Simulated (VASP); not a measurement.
Al, 4 atoms in the cell. The cell holds a slab with vacuum, 4 atoms: a = 2.912 Å, b = 2.912 Å, c = 30.152 Å, α = 90.00°, β = 90.00°, γ = 90.00°. The cell was built by a generator and needn't be a form met in nature.

- Program: VASP 6.6.1
- Task: relaxation of the atoms
- Functional: PBE
- Potentials or basis: VASP PAW PBE potentials, release 64 (Al)
- Cutoff: 520 eV
- k mesh: 11 × 11 × 1
- Occupations: methfessel-paxton, width 0.1 eV
- Spin: no spin polarisation
- Dipole correction: yes
- Further INCAR settings: ALGO = Normal; EDIFF = 1e-06; IBRION = 2; EDIFFG = -0.02; NSW = 90

Potentials or basis: VASP PAW PBE potentials, release 64 (Al).

Run with:

```bash
$ cat potpaw_PBE.64/Al/POTCAR > POTCAR
$ mpirun -np 2 vasp_std > vasp.out
```

Hardware: 2 MPI ranks on Intel(R) Xeon(R) Platinum 8488C (Sapphire Rapids) (shared host).

Q: How long does it take, and how much memory?

A: Wall time 2.7 min on 2 MPI ranks on Intel(R) Xeon(R) Platinum 8488C (Sapphire Rapids) (shared host), peak memory 0.36 GiB a rank. Counts: scf iterations 78, k points 21, ion steps 9.
